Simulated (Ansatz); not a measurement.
Task: a ranking of structure types by relaxed energy of C on several prototypes, with Ansatz's Python interface. Give the script and its output. Use (first run): PBE, PAW, cutoff 500 eV, Gaussian smearing of 0.02 eV.

The script, `prototypes_c.py`:
```python
"""Relaxed energies of C in several structure types."""

import csv
import warnings

import ansatz as az
import numpy as np
import spglib


def bcc(a_site, a):
    return az.Crystal.bcc(a_site, a=a)


def sc(A, a):
    return (
        az.Lattice.cubic(a)
        .space_group(221)
        .atom(A, (0, 0, 0))
    )


def diamond(a_site, a):
    return (
        az.Lattice.fcc(a)
        .space_group(227, origin_choice=1)
        .atom(a_site, (0, 0, 0))
        .primitive()
    )


def compute(name, crystal):
    calc = crystal.calculation()
    calc = calc.functional("pbe")
    calc = calc.scf(tolerance=1e-10).basis(500)
    calc = calc.kpoints(spacing=0.15).occupations("gaussian", width=0.02)
    calc = calc.stress().band_table()
    calc = calc.relax(force_tolerance=0.03, max_steps=60, cell=True)
    return calc.run(threads=1, pin="off")


def pressure_gpa(outcome):
    return float(np.trace(outcome.report["stress_gpa"]) / 3)


def space_group(outcome):
    sites = outcome.report["lattice"]["sites"]
    kinds = sorted({site["symbol"] for site in sites})
    cell = (outcome.lattice.cell_ang, [site["position_frac"] for site in sites], [kinds.index(site["symbol"]) for site in sites])
    return spglib.get_spacegroup(cell, symprec=0.01)


def gap_ev(outcome):
    # nan where the run reports no band edges: a metal, overlapping bands, or a gap that is small against the smearing
    edges = outcome.report.get("band_edges_ev")
    return edges[1] - edges[0] if edges else float("nan")

# a is a first guess in angstrom
warnings.simplefilter("ignore", az.DeckWarning)

phases = {}
phases["bcc"] = bcc("C", 2.38)
phases["sc"] = sc("C", 1.95)
phases["diamond"] = diamond("C", 4.12)

done = {}
for name, crystal in phases.items():
    try:
        done[name] = compute(name, crystal)
    except az.NonConvergedError as error:
        print(name, "did not converge:", str(error)[:120])

energy = {name: o.report["energy_sigma0_ev"] / len(o.lattice.sites) for name, o in done.items()}
lowest = min(energy.values())
rows = [(name, len(o.lattice.sites), 1000 * (energy[name] - lowest), pressure_gpa(o), space_group(o), gap_ev(o)) for name, o in done.items()]
rows.sort(key=lambda row: row[2])
with open("prototypes.csv", "w", newline="") as handle:
    writer = csv.writer(handle)
    writer.writerow(["phase", "atoms", "dE (meV/atom)", "P (GPa)", "space group", "gap (eV)"])
    writer.writerows([round(v, 4) if isinstance(v, float) else v for v in row] for row in rows)
print(open("prototypes.csv").read())
print("order:", " < ".join(row[0] for row in rows))
```

```console
$ python prototypes_c.py
phase,atoms,dE (meV/atom),P (GPa),space group,gap (eV)
diamond,2,0.0,0.0004,Fd-3m (227),4.1497
sc,1,2621.1807,-0.0002,Pm-3m (221),nan
bcc,1,4227.7349,0.0374,Im-3m (229),nan

order: diamond < sc < bcc
```

By space group at the end of each run: Fd-3m (+0 meV an atom, 5.7 Å³), Pm-3m (+2621 meV an atom, 5.6 Å³) and Im-3m (+4228 meV an atom, 6.7 Å³).

Reading the output:
- Pressure is positive in compression.
- Levels are Kohn-Sham eigenvalues on this mesh.
- The cells are built on prototypes, so most aren't the phase found in nature. Rows bear the name of their start, and a relaxation keeps or raises the symmetry. Differences under about 40 meV an atom lie within the error of mesh and functional.
- Finished in 58 s on 1 thread of Arm Neoverse V1, with other jobs on the host, peak memory 0.42 GiB.
